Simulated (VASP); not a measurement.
# SrTiO3 (Tausonite) (Pm-3m) in VASP: settings compared, part 2 of 2

VASP 6.6.1. The steps go on from the part before.

### 3 Relaxation of cell and atoms, r2SCAN, target pressure 2.3 GPa, at which the enthalpy is minimised

The input, INCAR:

```
ALGO = Normal
EDIFF = 1E-6
EDIFFG = -0.01
ENCUT = 600
IBRION = 2
ISIF = 3
ISMEAR = 0
LASPH = T
LCHARG = F
LMIXTAU = T
LREAL = F
LWAVE = F
METAGGA = R2SCAN
NELM = 80
NSW = 90
PREC = Accurate
PSTRESS = 23.0
SIGMA = 0.03
```

The input, KPOINTS:

```
k-points
0
Gamma
  8 8 8
```

The input, POSCAR:

```
SrTiO3
1.0
    3.9052800000      0.0000000000      0.0000000000
    0.0000000000      3.9052800000      0.0000000000
    0.0000000000      0.0000000000      3.9052800000
Sr Ti O
1 1 3
Direct
    0.5000000000      0.5000000000      0.5000000000
    0.0000000000      0.0000000000      0.0000000000
    0.5000000000      0.0000000000      0.0000000000
    0.0000000000      0.5000000000      0.0000000000
    0.0000000000      0.0000000000      0.5000000000
```

Potentials or basis: VASP PAW PBE potentials, release 64 (Sr_sv, Ti_sv, O).

On the command line:

```
cat potpaw_PBE.64/Sr_sv/POTCAR potpaw_PBE.64/Ti_sv/POTCAR potpaw_PBE.64/O/POTCAR > POTCAR
mpirun -np 1 vasp_std > vasp.out
```

OUTCAR:

```text
EDIFF = 1E-6
   EDIFFG = -0.01
   ENCUT = 600
   IBRION = 2
   ISIF = 3
   ISMEAR = 0
   LASPH = T
   LREAL = F
   METAGGA = R2SCAN
   NELM = 80
   NSW = 90
   PREC = Accurate
   PSTRESS = 23.0

 ion  position               nearest neighbor table
   1  0.500  0.500  0.500-   3 2.76   4 2.76   5 2.76   3 2.76   4 2.76   3 2.76   5 2.76   3 2.76
                             4 2.76   5 2.76   4 2.76   5 2.76   2 3.38   2 3.38   2 3.38   2 3.38
   2  0.000  0.000  0.000-   3 1.95   4 1.95   5 1.95   5 1.95   4 1.95   3 1.95   1 3.38   1 3.38
                             1 3.38   1 3.38   1 3.38   1 3.38   1 3.38   1 3.38
   3  0.500  0.000  0.000-   2 1.95   2 1.95   1 2.76   1 2.76   1 2.76   1 2.76
   4  0.000  0.500  0.000-   2 1.95   2 1.95   1 2.76   1 2.76   1 2.76   1 2.76
   5  0.000  0.000  0.500-   2 1.95   2 1.95   1 2.76   1 2.76   1 2.76   1 2.76

  LATTYP: Found a simple cubic cell.
 ALAT       =     3.9052800000

  Lattice vectors:

 A1 = (   3.9052800000,   0.0000000000,   0.0000000000)
 A2 = (   0.0000000000,   3.9052800000,   0.0000000000)
 A3 = (   0.0000000000,   0.0000000000,   3.9052800000)

Analysis of symmetry for initial positions (statically):
=====================================================================
 Subroutine PRICEL returns:
 Original cell was already a primitive cell.

 Routine SETGRP: Setting up the symmetry group for a
 simple cubic supercell.

 Subroutine GETGRP returns: Found 48 space group operations
 (whereof 48 operations were pure point group operations)
 out of a pool of 48 trial point group operations.

The static configuration has the point symmetry O_h .

Analysis of symmetry for dynamics (positions and initial velocities):
=====================================================================
 Subroutine PRICEL returns:
 Original cell was already a primitive cell.

 Routine SETGRP: Setting up the symmetry group for a
 simple cubic supercell.

[... 137 lines left out ...]
   AEXX    =    0.0000 exact exchange contribution
   IVDW    =     0    specifies the selected vdW correction
   LEPSILON=     F    determine dielectric tensor
   LRPA    =     F    only Hartree local field effects (RPA)
 conjugate gradient relaxation of ions
 non-spin polarized calculation
 Gauss-broadening in eV      SIGMA  =   0.03
  energy-cutoff  :      600.00
  volume of cell :       59.56
 maximum number of plane-waves:      2008
 NGX is ok and might be reduce to    32
   NGX = 15   NGY = 15   NGZ = 15

--------------------------------------- Ionic step        1  -------------------------------------------

 number of electron      39.9999979 magnetization

 Free energy of the ion-electron system (eV)
  ---------------------------------------------------
  ext. energy  EPLUGINS =         0.00000000
  ---------------------------------------------------
  free energy    TOTEN  =       -63.33733910 eV

  energy without entropy =      -63.33733910  energy(sigma->0) =      -63.33733910

------------------------ aborting loop because EDIFF is reached ----------------------------------------

  FORCE on cell =-STRESS in cart. coord.  units (eV):
  Direction    XX          YY          ZZ          XY          YZ          ZX
  --------------------------------------------------------------------------------------
  -------------------------------------------------------------------------------------
  Total        0.3801845      0.3801845      0.3801845     -0.0000000     -0.0000000      0.0000000
  in kB       10.2270051     10.2270051     10.2270051     -0.0000000     -0.0000000      0.0000000
  external PRESSURE =     -12.7729949 kB  Pullay stress =      23.0000000 kB
[... 69 lines left out ...]
--------------------------------------- Ionic step        3  -------------------------------------------

 number of electron      39.9999981 magnetization

 Free energy of the ion-electron system (eV)
  ---------------------------------------------------
  ext. energy  EPLUGINS =         0.00000000
  ---------------------------------------------------
  free energy    TOTEN  =       -63.33327562 eV

  energy without entropy =      -63.33327562  energy(sigma->0) =      -63.33327562

 E-fermi :   4.1303     XC(G=0): -11.9702

 val. band max:        3.8992967480   @ k =   0.5000   0.5000   0.5000
 cond. band min:       6.1914993214   @ k =   0.0000   0.0000   0.0000
 fundamental gap:      2.2922025735
 Fermi energy:         4.1303203138

 k-point     1 :       0.0000    0.0000    0.0000
  band No.  band energies     occupation
      1     -54.7425      2.00000
      2     -29.9489      2.00000
      3     -29.9446      2.00000
      4     -29.9446      2.00000
      5     -29.9446      2.00000
      6     -14.5420      2.00000
[... 637 lines left out ...]
     23       8.5162      0.00000
     24      10.0917      0.00000

 [... further k-points ...]

------------------------ aborting loop because EDIFF is reached ----------------------------------------

  FORCE on cell =-STRESS in cart. coord.  units (eV):
  Direction    XX          YY          ZZ          XY          YZ          ZX
  --------------------------------------------------------------------------------------
  -------------------------------------------------------------------------------------
  Total        0.8566680      0.8566680      0.8566680     -0.0000000     -0.0000000      0.0000000
  in kB       23.1977613     23.1977613     23.1977613     -0.0000000     -0.0000000      0.0000000
  external PRESSURE =       0.1977613 kB  Pullay stress =      23.0000000 kB
[... 24 lines left out ...]
  energy  without entropy=      -63.3332756161  energy(sigma->0) =      -63.33327562

  enthalpy is  TOTEN    =       -62.4839106792 eV   P V=        0.8493649369

 reached required accuracy - stopping structural energy minimisation
```

OSZICAR:

```text
N       E                     dE             d eps       ncg     rms          rms(c)
DAV:   1     0.449002028537E+03    0.44900E+03   -0.23466E+04  1680   0.204E+03
DAV:   2    -0.333718558858E+02   -0.48237E+03   -0.47382E+03  2008   0.532E+02
DAV:   3    -0.834846611382E+02   -0.50113E+02   -0.48164E+02  2160   0.160E+02
[... 40 lines left out ...]
DAV:   6    -0.633332633315E+02   -0.10542E-03   -0.22446E-04  2248   0.124E-01    0.466E-02
DAV:   7    -0.633332530987E+02    0.10233E-04   -0.34363E-05  2032   0.603E-02    0.199E-02
DAV:   8    -0.633332738017E+02   -0.20703E-04   -0.38660E-05  2216   0.644E-02    0.554E-03
DAV:   9    -0.633332762942E+02   -0.24925E-05   -0.13472E-05  2400   0.236E-02    0.325E-03
DAV:  10    -0.633332756161E+02    0.67811E-06   -0.85793E-07   968   0.950E-03
   3 F= -.62483911E+02 E0= -.62483911E+02  d E =-.158668E-02
```

Run time: 5.1 min. Hardware: 1 thread of Intel Xeon Platinum 8375C at 2.90GHz (Ice Lake), shared host; peak memory 0.25 GiB.

Results:

- Free energy: -63.3333 eV
- Relaxed volume: 11.83 Å³/atom
- Relaxed cell: a = 3.897 Å, b = 3.897 Å, c = 3.897 Å, α = 90.00°, β = 90.00°, γ = 90.00°
- Space group after relaxing (to 0.05 Å): Pm-3m (No. 221)
- Energy change on relaxing (the enthalpy is what falls): +0.8 meV/atom
- Ionic steps: 3
- Pressure after relaxing: 2.3 GPa
- Band gap on the k mesh: 2.29 eV, indirect (least direct gap 2.67 eV)

The path:
```
step  energy change (eV)  largest force (eV/Å)  pressure (GPa)  volume (Å³)
   1              0.0000                0.0000            1.02        59.56
   2              0.0120                0.0000            3.76        58.75
   3              0.0041                0.0000            2.32        59.17
```

Final structure:
```xyz
5
Lattice="3.8967 0.0000 0.0000 0.0000 3.8967 0.0000 0.0000 0.0000 3.8967" Properties=species:S:1:pos:R:3 pbc="T T T"
Sr    1.9483    1.9483    1.9483
Ti    0.0000    0.0000    0.0000
O     1.9483    0.0000    0.0000
O     0.0000    1.9483    0.0000
O     0.0000    0.0000    1.9483
```

Caveat: the cell is relaxed towards a set pressure, so the enthalpy falls and the energy may rise; the PAW data sets were made with another functional, which shifts forces and pressure a little. A k mesh can miss the band edges.

### 4 Relaxation of cell and atoms, r2SCAN, target pressure 2.3 GPa, at which the enthalpy is minimised

This run uses another cell than the first one, of 11.83 Å³/atom, 0.993 times its volume.

INCAR: that of step 3 with these lines changed.

```diff
@@ -1,4 +1,4 @@
 ALGO = Normal
-EDIFF = 1E-6
-EDIFFG = -0.01
+EDIFF = 1E-7
+EDIFFG = -0.005
 ENCUT = 600
```

KPOINTS is that of step 3.

The input, POSCAR:

```
SrTiO3                                  
1.0
    3.8966586086     -0.0000000000      0.0000000000
   -0.0000000000      3.8966586086      0.0000000000
   -0.0000000000     -0.0000000000      3.8966586086
  Sr              Ti              O             
     1     1     3
Direct
     0.5000000000000000    0.5000000000000000    0.5000000000000000
     0.0000000000000000    0.0000000000000000    0.0000000000000000
     0.5000000000000000    0.0000000000000000    0.0000000000000000
     0.0000000000000000    0.5000000000000000    0.0000000000000000
     0.0000000000000000    0.0000000000000000    0.5000000000000000
```

Potentials or basis: VASP PAW PBE potentials, release 64 (Sr_sv, Ti_sv, O).

On the command line:

```
cat potpaw_PBE.64/Sr_sv/POTCAR potpaw_PBE.64/Ti_sv/POTCAR potpaw_PBE.64/O/POTCAR > POTCAR
mpirun -np 1 vasp_std > vasp.out
```

OUTCAR:

```text
EDIFF = 1E-7
   EDIFFG = -0.005
   ENCUT = 600
   IBRION = 2
   ISIF = 3
   ISMEAR = 0
   LASPH = T
   LREAL = F
   METAGGA = R2SCAN
   NELM = 80
   NSW = 90
   PREC = Accurate
   PSTRESS = 23.0

 ion  position               nearest neighbor table
   1  0.500  0.500  0.500-   3 2.76   4 2.76   5 2.76   3 2.76   4 2.76   3 2.76   5 2.76   3 2.76
                             4 2.76   5 2.76   4 2.76   5 2.76   2 3.37   2 3.37   2 3.37   2 3.37
   2  0.000  0.000  0.000-   3 1.95   4 1.95   5 1.95   5 1.95   4 1.95   3 1.95   1 3.37   1 3.37
                             1 3.37   1 3.37   1 3.37   1 3.37   1 3.37   1 3.37
   3  0.500  0.000  0.000-   2 1.95   2 1.95   1 2.76   1 2.76   1 2.76   1 2.76
   4  0.000  0.500  0.000-   2 1.95   2 1.95   1 2.76   1 2.76   1 2.76   1 2.76
   5  0.000  0.000  0.500-   2 1.95   2 1.95   1 2.76   1 2.76   1 2.76   1 2.76

  LATTYP: Found a simple cubic cell.
 ALAT       =     3.8966586086

  Lattice vectors:

 A1 = (   3.8966586086,   0.0000000000,   0.0000000000)
 A2 = (   0.0000000000,   3.8966586086,   0.0000000000)
 A3 = (   0.0000000000,   0.0000000000,   3.8966586086)

Analysis of symmetry for initial positions (statically):
[... 190 lines left out ...]
  band No.  band energies     occupation
      1     -54.7422      2.00000
      2     -29.9488      2.00000
      3     -29.9443      2.00000
      4     -29.9443      2.00000
      5     -29.9443      2.00000
      6     -14.5420      2.00000
[... 637 lines left out ...]
     23       8.5164      0.00000
     24      10.0919      0.00000

 [... further k-points ...]

------------------------ aborting loop because EDIFF is reached ----------------------------------------

  FORCE on cell =-STRESS in cart. coord.  units (eV):
  Direction    XX          YY          ZZ          XY          YZ          ZX
  --------------------------------------------------------------------------------------
  -------------------------------------------------------------------------------------
  Total        0.8572934      0.8572934      0.8572934      0.0000000      0.0000000     -0.0000000
  in kB       23.2146943     23.2146943     23.2146943      0.0000000      0.0000000     -0.0000000
  external PRESSURE =       0.2146943 kB  Pullay stress =      23.0000000 kB

 VOLUME and BASIS-vectors are now :
 -----------------------------------------------------------------------------
  energy-cutoff  :      600.00
  volume of cell :       59.17
      direct lattice vectors                 reciprocal lattice vectors
     3.896658609  0.000000000  0.000000000     0.256630129  0.000000000  0.000000000
     0.000000000  3.896658609  0.000000000     0.000000000  0.256630129  0.000000000
     0.000000000  0.000000000  3.896658609     0.000000000  0.000000000  0.256630129

 POSITION                                       TOTAL-FORCE (eV/Angst)
 -----------------------------------------------------------------------------------
      1.94833      1.94833      1.94833         0.000000      0.000000      0.000000
      0.00000      0.00000      0.00000         0.000000      0.000000      0.000000
      1.94833      0.00000      0.00000         0.000000      0.000000      0.000000
      0.00000      1.94833      0.00000         0.000000      0.000000      0.000000
      0.00000      0.00000      1.94833         0.000000      0.000000      0.000000
 -----------------------------------------------------------------------------------
    total drift:                                0.000000      0.000000     -0.000000

  FREE ENERGIE OF THE ION-ELECTRON SYSTEM (eV)
  ---------------------------------------------------
  free  energy   TOTEN  =       -63.3323087553 eV

  energy  without entropy=      -63.3323087553  energy(sigma->0) =      -63.33230876

  enthalpy is  TOTEN    =       -62.4829438184 eV   P V=        0.8493649369

 reached required accuracy - stopping structural energy minimisation
```

CONTCAR:

```text
SrTiO3
   1.00000000000000
     3.8966586086000001    0.0000000000000000    0.0000000000000000
     0.0000000000000000    3.8966586086000001    0.0000000000000000
     0.0000000000000000    0.0000000000000000    3.8966586086000001
  Sr              Ti              O
     1     1     3
Direct
     0.5000000000000000    0.5000000000000000    0.5000000000000000
     0.0000000000000000    0.0000000000000000    0.0000000000000000
     0.5000000000000000    0.0000000000000000    0.0000000000000000
     0.0000000000000000    0.5000000000000000    0.0000000000000000
     0.0000000000000000    0.0000000000000000    0.5000000000000000

  0.00000000E+00  0.00000000E+00  0.00000000E+00
  0.00000000E+00  0.00000000E+00  0.00000000E+00
  0.00000000E+00  0.00000000E+00  0.00000000E+00
  0.00000000E+00  0.00000000E+00  0.00000000E+00
  0.00000000E+00  0.00000000E+00  0.00000000E+00
```

Wall time 2.4 min (1 thread of Intel Xeon Platinum 8375C at 2.90GHz (Ice Lake), shared host); peak memory 0.23 GiB.

What came out:

| Item | Value |
| --- | --- |
| Free energy | -63.3323 eV |
| Pressure after relaxing | 2.3 GPa |
| Band gap on the k mesh | 2.29 eV, indirect (least direct gap 2.67 eV) |

Final structure:
```cif
data_structure
_symmetry_space_group_name_H-M 'P 1'
_symmetry_Int_Tables_number 1
_cell_length_a 3.8967
_cell_length_b 3.8967
_cell_length_c 3.8967
_cell_angle_alpha 90.000
_cell_angle_beta 90.000
_cell_angle_gamma 90.000
_cell_volume 59.17
loop_
_atom_site_label
_atom_site_type_symbol
_atom_site_fract_x
_atom_site_fract_y
_atom_site_fract_z
_atom_site_occupancy
Sr1 Sr 0.50000 0.50000 0.50000 1
Ti1 Ti 0.00000 0.00000 0.00000 1
O1 O 0.50000 0.00000 0.00000 1
O2 O 0.00000 0.50000 0.00000 1
O3 O 0.00000 0.00000 0.50000 1
```

Levels at points of the mesh, in eV from the valence-band top:
| k point | band 16 | band 17 | band 18 | band 19 | band 20 | band 21 | band 22 | band 23 | band 24 |
| --- | --- | --- | --- | --- | --- | --- | --- | --- | --- |
| (0.00, 0.00, 0.00) | -1.22 | -1.22 | -0.38 | -0.38 | -0.38 | 2.29 | 2.29 | 2.29 | 4.65 |
| (0.50, 0.00, 0.00) | -2.38 | -2.38 | -2.03 | -0.77 | -0.77 | 2.46 | 4.22 | 4.22 | 4.66 |
| (0.50, 0.50, 0.00) | -2.88 | -1.79 | -1.61 | -1.61 | -0.09 | 4.23 | 4.23 | 4.71 | 5.71 |
| (0.50, 0.50, 0.50) | -3.81 | -3.81 | 0.00 | 0.00 | 0.00 | 4.93 | 4.93 | 4.93 | 7.66 |

Caveat: the relaxation stopped at its first step, so nothing moved; the cell is relaxed towards a set pressure, so the enthalpy falls and the energy may rise; the PAW data sets were made with another functional, which shifts forces and pressure a little. r2SCAN opens gaps a little over a GGA but as a rule still falls short of measured ones.
